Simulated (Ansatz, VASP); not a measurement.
**Cross-check of Ta (linear Ta chain) between VASP and Ansatz**

One calculation is typed for both programs; each brings its own data sets. How far apart do they land? The cell is taken from a series of runs on this material, whose earlier steps may have relaxed, scaled, displaced or heated it; both programs get it as it stands.

Method: plane waves, with VASP 6.6.1 beside it; single point at PBE, in Ansatz 0.2.0.

### Step 1. The structure

The cell holds 1 atom: 1 Ta. Its edges and angles: a = 7.500 Å, b = 7.500 Å, c = 2.424 Å, α = 90.0°, β = 90.0°, γ = 90.0°. Vacuum lies along a and b. The structure's axis is c.

### Step 2. Ansatz: single point, PBE, pair 1

Ansatz runs on its default PAW (the set named soft_2) files.

A single point gives forces, pressure and levels at one fixed geometry, so differences don't come from the geometry; what else differs is listed under the comparison.

Contents of input.yaml:

```yaml
crystal:
  lattice:
    - [7.5, 0.0, 0.0]
    - [0.0, 7.5, 0.0]
    - [0.0, 0.0, 2.4236265833]
  atoms:
    - { symbol: Ta, position: [0.5, 0.5, 0.0], spin: 0.49 }
magnetization:
  spin_polarized: true
kpoints:
  mp_grid: { grid: [1, 1, 34] }
scf:
  occupations: { method: fermi_dirac, width: 0.05 }
hamiltonian:
  xc: pbe
output:
  transmission:
    e_range: [-2, 2]
    de: 0.035
    kmesh: [1, 1]
    reduced_basis: true
    leads: [[0, 0]]
  stress: true
```

Run with:

```sh
$ ansatz run input.yaml --threads 4 --pin off --max-ram 8192MiB --backend cpu --events-out ev --progress --plain --runs-dir out
```

Numbers of over 12 decimals in the logs are rounded to 6 here.

The log of the run:

```text
Engine: ansatz 0.2.0, aarch64-unknown-linux-gnu
Pseudopotentials: kind: paw
Pseudopotential: Ta, paw, valence charge 13, recommended cutoff 420 eV (normal), Ta.paw.azcp
Functional definition: PBE
  parameter kappa = 0.804
  parameter beta = 0.066725
  exchange = pbe_x(kappa = kappa, mu = beta*pi^2/3)
  correlation = pbe_c(beta = beta)
Crystal: 1 atoms, lattice volume = 136.329 Å³
Basis set: ecut = 420 eV, 2633 PW (Γ)
Bands: 11, of which v1, the nominal top of the filled ones, is band 7 counted from 1 (6 counted from 0)
Symmetry: 16 space group operations
Space group: P4/mmm (ITA 123), of the structure as read, at distance tolerance 5.1e-5 Å
Magnetic group: BNS 123.339 (UNI 999), of the structure as read, at distance tolerance 5.1e-5 Å
k-points: 18 of 34
Non-local potential: Ta, projectors of the file, l = 0: 3, l = 1: 2, l = 2: 2, l = 3: 1
PAW form: soft (Blöchl's): semilocal exchange-correlation on the pseudo side does not see the compensation charge
PAW one-centre angular grid: Ta, 590 points (default); XC on 64 Gauss nodes
Initial density: superposition of atomic densities (neutral atoms: chi_scale 0, normalization atom)
Starting moments: Σ|m| = 0.49 μB on 1 of 1 site
Initial wavefunctions: pseudopotential atomic-orbital guess
Functional: x = pbe(κ = 0.804, μ = 0.219515), c = pbe(β = 0.066725)
SCF iter   1: F=—  HF=-9926.858403 eV  |F-HF|=—  |Δ(HF+E_count)|=         —  Δρ=1.64e-2 (↑1.30e-2 ↓1.64e-2)  dr2=1.80e0  dr2_m=4.85e-3  M=0.537 μB ∫|m|=0.537 μB  β_m=0.30  ethr=3.10e-3  ⟨swp⟩=6.1  Hψ=2549  notcnv=0
Mixer restart at iter 1: flushing history
preconditioner: auto → LDOS  [metal: Δε(μ)=0.015 eV  Ē_g=4.190 eV  σ=0.050 eV  W_gap=0.08  n_scr=12 (ndim 8)  ℏωp=7.1 eV  f_vac=0.575  D(μ)=3.53/eV (n_scr^D=20)]
spin=Collinear: LDOS preconditioning applied to the charge; magnetization (m = ρ↑ − ρ↓) channel mixes plain (no charge-response kernel on spin).
SCF iter   2: F=—  HF=-9926.945504 eV  |F-HF|=—  |Δ(HF+E_count)|=   8.71e-2  Δρ=9.53e-3 (↑7.02e-3 ↓9.53e-3)  dr2=5.87e-1  dr2_m=3.26e-3  M=0.508 μB ∫|m|=0.508 μB  β_m=0.49  ethr=3.10e-3  ⟨swp⟩=3.0  Hψ=960  notcnv=0  defer=8
SCF iter   3: F=—  HF=-9927.105557 eV  |F-HF|=—  |Δ(HF+E_count)|=   1.60e-1  Δρ=1.88e-3 (↑1.85e-3 ↓1.88e-3)  dr2=1.26e-2  dr2_m=1.00e-3  M=0.495 μB ∫|m|=0.496 μB  β_m=0.69  ethr=3.10e-3  ⟨swp⟩=2.8  Hψ=736  notcnv=0  defer=7
SCF iter   4: F=—  HF=-9927.130798 eV  |F-HF|=—  |Δ(HF+E_count)|=   2.52e-2  Δρ=1.15e-3 (↑9.37e-4 ↓1.15e-3)  dr2=1.51e-3  dr2_m=9.78e-4  M=0.582 μB ∫|m|=0.583 μB  β_m=0.85  ethr=9.71e-5  ⟨swp⟩=2.6  Hψ=833  notcnv=0  defer=7
SCF iter   5: F=—  HF=-9927.134733 eV  |F-HF|=—  |Δ(HF+E_count)|=   3.94e-3  Δρ=8.67e-4 (↑8.67e-4 ↓8.23e-4)  dr2=1.42e-4  dr2_m=8.75e-4  M=0.673 μB ∫|m|=0.674 μB  β_m=0.92  ethr=1.16e-5  ⟨swp⟩=2.2  Hψ=705  notcnv=0  defer=7
SCF iter   6: F=—  HF=-9927.135687 eV  |F-HF|=—  |Δ(HF+E_count)|=   9.53e-4  Δρ=5.01e-4 (↑3.91e-4 ↓5.01e-4)  dr2=6.59e-5  dr2_m=2.32e-4  M=0.743 μB ∫|m|=0.744 μB  β_m=0.96  ethr=1.09e-6  ⟨swp⟩=2.2  Hψ=693  notcnv=0  defer=7
SCF iter   7: F=—  HF=-9927.136171 eV  |F-HF|=—  |Δ(HF+E_count)|=   4.84e-4  Δρ=3.29e-4 (↑2.04e-4 ↓3.29e-4)  dr2=3.02e-5  dr2_m=8.02e-5  M=0.805 μB ∫|m|=0.806 μB  β_m=0.98  ethr=5.07e-7  ⟨swp⟩=2.2  Hψ=694  notcnv=0  defer=7
SCF iter   8: F=—  HF=-9927.136477 eV  |F-HF|=—  |Δ(HF+E_count)|=   3.06e-4  Δρ=2.39e-4 (↑1.76e-4 ↓2.39e-4)  dr2=1.05e-5  dr2_m=5.18e-5  M=0.838 μB ∫|m|=0.839 μB  β_m=0.86  ethr=2.32e-7  ⟨swp⟩=2.3  Hψ=714  notcnv=0  defer=7
SCF iter   9: F=—  HF=-9927.136798 eV  |F-HF|=—  |Δ(HF+E_count)|=   3.21e-4  Δρ=9.89e-5 (↑9.62e-5 ↓9.89e-5)  dr2=4.88e-6  dr2_m=9.79e-6  M=0.921 μB ∫|m|=0.923 μB  β_m=0.94  ethr=8.07e-8  ⟨swp⟩=3.3  Hψ=916  notcnv=0  defer=7
SCF iter  10: F=—  HF=-9927.136797 eV  |F-HF|=—  |Δ(HF+E_count)|=   1.21e-6  Δρ=3.80e-5 (↑2.99e-5 ↓3.80e-5)  dr2=2.53e-7  dr2_m=1.38e-6  M=0.904 μB ∫|m|=0.905 μB  β_m=0.92  ethr=3.75e-8  ⟨swp⟩=3.2  Hψ=781  notcnv=0  defer=7
SCF iter  11: F=—  HF=-9927.136801 eV  |F-HF|=—  |Δ(HF+E_count)|=   3.84e-6  Δρ=8.22e-6 (↑6.68e-6 ↓8.22e-6)  dr2=1.15e-8  dr2_m=6.76e-8  M=0.909 μB ∫|m|=0.910 μB  β_m=0.92  ethr=1.95e-9  ⟨swp⟩=3.3  Hψ=792  notcnv=0  defer=7
SCF iter  12: F=—  HF=-9927.136801 eV  |F-HF|=—  |Δ(HF+E_count)|=   3.15e-7  Δρ=1.24e-6 (↑1.24e-6 ↓4.03e-7)  dr2=1.23e-9  dr2_m=4.91e-10  M=0.911 μB ∫|m|=0.912 μB  β_m=0.96  ethr=8.84e-11  ⟨swp⟩=3.0  Hψ=851  notcnv=0  defer=7
SCF iter  13: F=-9927.136801 eV  HF=-9927.136801 eV  |F-HF|=1.31e-10  |Δ(HF+E_count)|=   4.18e-9  Δρ=4.12e-7 (↑4.12e-7 ↓2.18e-7)  dr2=1.47e-10  dr2_m=6.38e-11  M=0.911 μB ∫|m|=0.912 μB  ethr=9.44e-12  ⟨swp⟩=2.8  Hψ=1590  notcnv=0
SCF 1 converged in 13 iterations: F = -9927.136801 eV  dr2 = 1.47e-10
  greatest PAW one-centre occupation: 0.999 electrons in one spin orbital (limit 2), on the Ta atom at site 0 (counted from 0), in its partial waves of l = 0
transmission: 6 of 36 steps passed
transmission: 9 of 36 steps passed
[...]
transmission: 36 of 36 steps passed
SCF converged after 13 iterations
Magnetization: 0.9113 μB (6.9556 up, 6.0444 down)
Absolute magnetization: 0.9123 μB (∫|ρ↑−ρ↓|, with the PAW one-centre terms)
Spin contamination: 0.0021 ħ² per cell (⟨S²⟩ above its minimum at these occupations)
Per-site moments (μB) at R_I (Å): [(0.392085, 0.999746)]
Free energy (F): -9927.136801 eV
Harris-Foulkes:  -9927.136801 eV  (|F-HF|=1.31e-10)
Internal energy: -9927.118900 eV  (E = F + TS)
E sigma→0 (E₀):  -9927.127851 eV
Entropy (-TS):   -0.017901 eV (-17.901 meV/atom)
Fermi energy:    -0.841107 eV
--- Per-component energies (eV) ---
  E_band       = -361.556365
  E_kinetic    = 363.196529
  E_local      = -2366.043536  (includes V_loc(G=0)·N_el)
  E_nonlocal   = 17.145360
  E_hartree    = 967.496501
  E_xc         = -214.208502
  E_vxc        = -198.296112  (∫ρ·V_xc dr)
  E_paw        = -8396.664865  (= ΣΔE_a)
  E_vpaw       = -112.551975  (= ΣTr[D̂ρ^β])
  E_aug_tail   = 0.000158  (compensation charges beyond the density's cutoff)
  E_ewald      = -298.040546
  E_smearing   = -0.017901  (= −TS)
  E_closure    = 0.000000  (closes the sum)
  Σ components = -9927.136801   (vs F -9927.136801, Δ=0.00e0)
--- Stress (GPa, compression-positive) ---
       -0.299123       0.000000       0.000000
        0.000000      -0.299123       0.000000
        0.000000       0.000000      -0.257013
  P = ⅓ Tr σ = -0.2851 GPa (-2.851 kbar)
--- Band table (eV; the first three rows and the last of 36) ---
  k-point 0 ↑: bands = [... 3 lower, -33.6714, -5.2710, -2.7964, -1.4681, -1.4390, 0.5519, 0.5519, 2.7516]
  k-point 1 ↑: bands = [... 3 lower, -33.7017, -5.2025, -2.7642, -1.4531, -1.4243, 0.5409, 0.5409, 2.7729]
  k-point 2 ↑: bands = [... 3 lower, -33.7909, -5.0018, -2.6654, -1.4083, -1.3803, 0.5033, 0.5033, 2.8365]
  k-point 17 ↓: bands = [... 3 lower, -35.0665, -2.9322, -2.9322, 1.5396, 1.5570, 1.6035, 3.9243, 7.5855]
--- Transmission ---
  basis      : 497 plane waves across, 3 finite elements along
  points     : 1, standing for a mesh of 1 x 1
  filling    : by the input's occupations and mesh, since the crystals that have channels conduct as metals do. If one of these is a semiconductor, that mesh has misplaced its level
  energies   : 115 from -2.000000 to 1.990000 eV about the Fermi level, 0.035000 eV apart; the leads are filled to 0.000000 eV, and channels, transmission and decay are at -0.005000 eV
  crystal 0  : Ta1, at the sites [0, 0], period 2.4236 Å: whole cells are its period
    offset         : up to 0.0000 Å between an atom of the period and one for which it stands
    filled         : 15.8 meV under the level at which it is neutral
    channels       : 6.000000e0 up, 4.000000e0 down
    conductance    : 7.1279e14 S/m² at 300 K; may be off by some 0.0 % by where its bands' edges are placed, 1.5 % from the distance to neutral
```

### Step 3. VASP: single point, PBE, pair 1

The same cell, functional, mesh and smearing now go to VASP, with its own data sets.

Lines of VASP's logs that name or quote its potential files are left out, and so is its time.

Contents of INCAR:

```
SYSTEM = Ta
PREC = Accurate
ENCUT = 500
EDIFF = 1E-06
NELM = 200
ISMEAR = -1
SIGMA = 0.05
LREAL = .FALSE.
ALGO = Normal
GGA = PE
NBANDS = 13
ISPIN = 2
MAGMOM = 0.39
LASPH = .TRUE.
LMAXMIX = 4
LORBIT = 11
LWAVE = .FALSE.
LCHARG = .FALSE.
ISIF = 2
GGA_COMPAT = .FALSE.
```

Contents of POSCAR:

```
Ta
1.0
    7.5000000000      0.0000000000      0.0000000000
    0.0000000000      7.5000000000      0.0000000000
    0.0000000000      0.0000000000      2.4236265833
Ta
1
Direct
    0.5000000000      0.5000000000      0.0000000000
```

Contents of KPOINTS:

```
Automatic mesh
0
Gamma
1 1 34
0 0 0
```

The projector-augmented-wave data sets are Ta_pv (PBE family, release 64).

Run with:

```sh
$ mpirun -np 1 vasp_std
```

The log of the run:

```text
[banner, memory and clock lines left out]
running    1 mpi-ranks, on    1 nodes
 distrk:  each k-point on    1 cores,    1 groups
 distr:  one band on    1 cores,    1 groups

 POSCAR found type information on POSCAR Ta
 POSCAR found :  1 types and       1 ions
 LDA part: xc-table for (Slater+PW92), standard interpolation
 POSCAR, INCAR and KPOINTS ok, starting setup
 FFT: planning ... GRIDC
 FFT: planning ... GRID_SOFT
 FFT: planning ... GRID
 WAVECAR not read
 entering main loop
       N       E                     dE             d eps       ncg     rms          rms(c)
DAV:   1     0.291949729356E+02    0.29195E+02   -0.55227E+03  1224   0.566E+02
DAV:   2    -0.473688566379E+01   -0.33932E+02   -0.30651E+02  1215   0.113E+02
DAV:   3    -0.725259505795E+01   -0.25157E+01   -0.23066E+01  1251   0.231E+01
DAV:   4    -0.729474654121E+01   -0.42151E-01   -0.41810E-01  1045   0.297E+00
DAV:   5    -0.729547289382E+01   -0.72635E-03   -0.72592E-03  1168   0.377E-01    0.852E+00
DAV:   6    -0.680311293799E+01    0.49236E+00   -0.31892E-01   936   0.356E+00    0.476E+00
DAV:   7    -0.667094150698E+01    0.13217E+00   -0.26290E-01  1000   0.326E+00    0.149E+00
DAV:   8    -0.670314584123E+01   -0.32204E-01   -0.32180E-02   962   0.781E-01    0.855E-01
DAV:   9    -0.670316781668E+01   -0.21975E-04   -0.48389E-03   936   0.345E-01    0.377E-01
DAV:  10    -0.670419787469E+01   -0.10301E-02   -0.68822E-04  1017   0.161E-01    0.129E-01
DAV:  11    -0.670467538242E+01   -0.47751E-03   -0.38429E-04   936   0.115E-01    0.813E-02
DAV:  12    -0.670517506826E+01   -0.49969E-03   -0.32800E-04   936   0.105E-01    0.599E-02
DAV:  13    -0.670554097004E+01   -0.36590E-03   -0.28869E-04   936   0.982E-02    0.528E-02
DAV:  14    -0.670578784069E+01   -0.24687E-03   -0.11569E-04   946   0.691E-02    0.524E-02
DAV:  15    -0.670615313189E+01   -0.36529E-03   -0.26188E-04   946   0.105E-01    0.448E-02
DAV:  16    -0.670644385857E+01   -0.29073E-03   -0.46251E-04   936   0.139E-01    0.356E-02
DAV:  17    -0.670654929474E+01   -0.10544E-03   -0.69660E-04   944   0.156E-01    0.153E-02
DAV:  18    -0.670659192673E+01   -0.42632E-04   -0.89904E-05   946   0.625E-02    0.114E-02
DAV:  19    -0.670660290992E+01   -0.10983E-04   -0.24179E-05   946   0.306E-02    0.410E-03
DAV:  20    -0.670660258680E+01    0.32312E-06   -0.37446E-06   998   0.112E-02
   1 F= -.67066026E+01 E0= -.66973728E+01  d E =-.184596E-01  mag=     0.9057
```

OUTCAR, selected parts (step 3):

```text
ion  position               nearest neighbor table
   1  0.500  0.500  0.000-

  LATTYP: Found a simple tetragonal cell.
 ALAT       =     7.5000000000
 C/A-ratio  =     0.3231502111

 Subroutine GETGRP returns: Found 16 space group operations
 (whereof 16 operations were pure point group operations)

The static configuration has the point symmetry D_4h.

 Found     18 irreducible k-points:

   k-points           NKPTS =     18   k-points in BZ     NKDIM =     18   number of bands    NBANDS=     13

   dimension x,y,z NGX =    56 NGY =   56 NGZ =   18
   dimension x,y,z NGXF=   112 NGYF=  112 NGZF=   36

   ENCUT  =  500.0 eV  36.75 Ry    6.06 a.u.  13.67 13.67  4.42*2*pi/ulx,y,z

   NELECT =      11.0000    total number of electrons

 k-points in reciprocal lattice and weights: Automatic mesh
   0.00000000  0.00000000  0.00000000       0.029
   0.00000000  0.00000000  0.02941176       0.059
   0.00000000  0.00000000  0.05882353       0.059
   0.00000000  0.00000000  0.08823529       0.059
   0.00000000  0.00000000  0.11764706       0.059
   0.00000000  0.00000000  0.14705882       0.059
   0.00000000  0.00000000  0.17647059       0.059
   0.00000000  0.00000000  0.20588235       0.059
   0.00000000  0.00000000  0.23529412       0.059
[...]
0.00000000  0.00000000  0.47058824       0.059
   0.00000000  0.00000000  0.50000000       0.029

 average (electrostatic) potential at core
       1 -45.5068

 E-fermi :  -2.5892

 spin component 1
 k-point     1 :       0.0000    0.0000    0.0000
  band No.  band energies     occupation
    ...
      3     -35.4532      1.00000
      4      -7.0209      1.00000
      5      -4.5349      1.00000
      6      -3.2119      1.00000
      7      -3.1861      0.99999
      8      -1.1867      0.00000
      9      -1.1867      0.00000
     10       1.0070      0.00000
     11       2.3394      0.00000
     12       3.1308      0.00000
    ...

 k-point     2 :       0.0000    0.0000    0.0294
  band No.  band energies     occupation
    ...
      3     -35.4833      1.00000
      4      -6.9525      1.00000
      5      -4.5028      1.00000
      6      -3.1969      0.99999
      7      -3.1714      0.99999
      8      -1.1975      0.00000
      9      -1.1975      0.00000
     10       1.0282      0.00000
     11       2.3592      0.00000
     12       3.0199      0.00000
    ...

 k-point     3 :       0.0000    0.0000    0.0588
  band No.  band energies     occupation
    ...
      3     -35.5721      1.00000
      4      -6.7518      1.00000
      5      -4.4041      1.00000
      6      -3.1522      0.99999
      7      -3.1275      0.99998
      8      -1.2348      0.00000
      9      -1.2348      0.00000
     10       1.0919      0.00000
     11       2.4184      0.00000
     12       2.7689      0.00000
    ...

 k-point     4 :       0.0000    0.0000    0.0882
  band No.  band energies     occupation
    ...
      3     -35.7146      1.00000
      4      -6.4334      1.00000
      5      -4.2308      1.00000
      6      -3.0783      0.99994
      7      -3.0550      0.99991
      8      -1.3119      0.00000
      9      -1.3119      0.00000
     10       1.1979      0.00000
     11       2.4786      0.00000
     12       2.4786      0.00000
    ...

 k-point     5 :       0.0000    0.0000    0.1176
  band No.  band energies     occupation
    ...
      3     -35.9038      1.00000
      4      -6.0233      1.00000
      5      -3.9677      1.00000
      6      -2.9764      0.99957
      7      -2.9550      0.99934
      8      -1.4483      0.00000
      9      -1.4483      0.00000
     10       1.3461      0.00000
     11       2.2173      0.00000
     12       2.2173      0.00000
    ...

 k-point     6 :       0.0000    0.0000    0.1471
  band No.  band energies     occupation
    ...
      3     -36.1302      1.00000
      4      -5.5600      1.00000
      5      -3.5910      1.00000
      6      -2.8482      0.99440
      7      -2.8291      0.99181
      8      -1.6615      0.00000
      9      -1.6615      0.00000
     10       1.5364      0.00000
     11       2.0363      0.00000
     12       2.0363      0.00000
    ...

  Total       -0.2597680     -0.2597680     -0.1518809      0.0000000      0.0000000      0.0000000
  in kB       -3.0528683     -3.0528683     -1.7849478      0.0000000      0.0000000      0.0000000
  external PRESSURE =      -2.6302282 kB  Pullay stress =       0.0000000 kB

  energy-cutoff  :      500.00
  volume of cell :      136.33
      direct lattice vectors                 reciprocal lattice vectors
     7.500000000  0.000000000  0.000000000     0.133333333  0.000000000  0.000000000
     0.000000000  7.500000000  0.000000000     0.000000000  0.133333333  0.000000000
     0.000000000  0.000000000  2.423626583     0.000000000  0.000000000  0.412604816

 POSITION                                       TOTAL-FORCE (eV/Angst)
 -----------------------------------------------------------------------------------
      3.75000      3.75000      0.00000         0.000000      0.000000      0.000000
 -----------------------------------------------------------------------------------
    total drift:                                0.000000      0.000000      0.000000

  FREE ENERGIE OF THE ION-ELECTRON SYSTEM (eV)
  ---------------------------------------------------
  free  energy   TOTEN  =        -6.7066025868 eV

  energy  without entropy=       -6.6881429576  energy(sigma->0) =       -6.69737277

 total charge
# of ion       s       p       d       tot
------------------------------------------
    1        0.422   5.988   2.542   8.951

 magnetization (x)
# of ion       s       p       d       tot
------------------------------------------
    1        0.017   0.007   0.513   0.537

[... 6 further parts left out ...]
```

### Step 4. Differences

Known differences besides the potentials themselves: VASP starts from the moments at which Ansatz ended; the data sets hold 13 valence electrons in Ansatz (on its default PAW (the set named soft_2) files) and 11 in VASP; the cutoff is 420 eV in Ansatz and 500 eV in VASP; site moments are counted in spheres of each program's own size. Total energies have different zeros and are not compared.

Both answers:

```tsv
quantity	Ansatz	VASP	difference
pressure (GPa)	-0.29	-0.26	-0.02
total moment (μB)	0.91	0.91	+0.01
moment on Ta1 (μB)	0.39	0.54	-0.15
```

### Step 5. Ansatz: single point, PBE, pair 2

A single point gives forces, pressure and levels at one fixed geometry, so differences don't come from the geometry; what else differs is listed under the comparison. The cell compared in this pair holds 141.78 Å³, against 136.33 Å³ for the pair before.

The cell is taken from a series of runs on this material, whose earlier steps may have relaxed, scaled, displaced or heated it; both programs get it as it stands.

input.yaml, as its differences from that of step 2:

```diff
@@ -4,3 +4,3 @@
     - [0.0, 7.5, 0.0]
-    - [0.0, 0.0, 2.4236265833]
+    - [0.0, 0.0, 2.5205716466]
   atoms:
@@ -10,3 +10,3 @@
 kpoints:
-  mp_grid: { grid: [1, 1, 34] }
+  mp_grid: { grid: [1, 1, 32] }
 scf:
```

Run with:

```sh
$ ansatz run input.yaml --threads 4 --pin off --max-ram 8192MiB --backend cpu --events-out ev --progress --plain --runs-dir out
```

The log of the run:

```text
[...]
Crystal: 1 atoms, lattice volume = 141.782 Å³
Basis set: ecut = 420 eV, 2769 PW (Γ)
Bands: 11, of which v1, the nominal top of the filled ones, is band 7 counted from 1 (6 counted from 0)
Symmetry: 16 space group operations
[...]
k-points: 17 of 32
[...]
Starting moments: Σ|m| = 0.49 μB on 1 of 1 site
[...]
--- Transmission ---
  basis      : 497 plane waves across, 4 finite elements along
  points     : 1, standing for a mesh of 1 x 1
[...]
crystal 0  : Ta1, at the sites [0, 0], period 2.5206 Å: whole cells are its period
[...]
filled         : 26.3 meV over the level at which it is neutral
    channels       : 6.000000e0 up, 4.000000e0 down
[...]
[key lines of the parts left out:]
SCF converged after 11 iterations
Magnetization: 1.1355 μB (7.0677 up, 5.9323 down)
Free energy (F): -9927.080238 eV
Fermi energy:    -0.926574 eV
P = ⅓ Tr σ = -1.2173 GPa (-12.173 kbar)
```

(Part 1 of 2 ends here.)

[Lines on the potential files, build, host, timing and source positions are cut from VASP's logs without a mark.]

[Logs are printed without paths, hosts, clocks, repeated set-up lines and the standing remarks that a program may print on its own settings, such as how far it seeks lower states.]

[Hosts, paths, dates, database ids (printed as entryN), source tags and the programs' standing remarks are cut or masked in the printed files.]
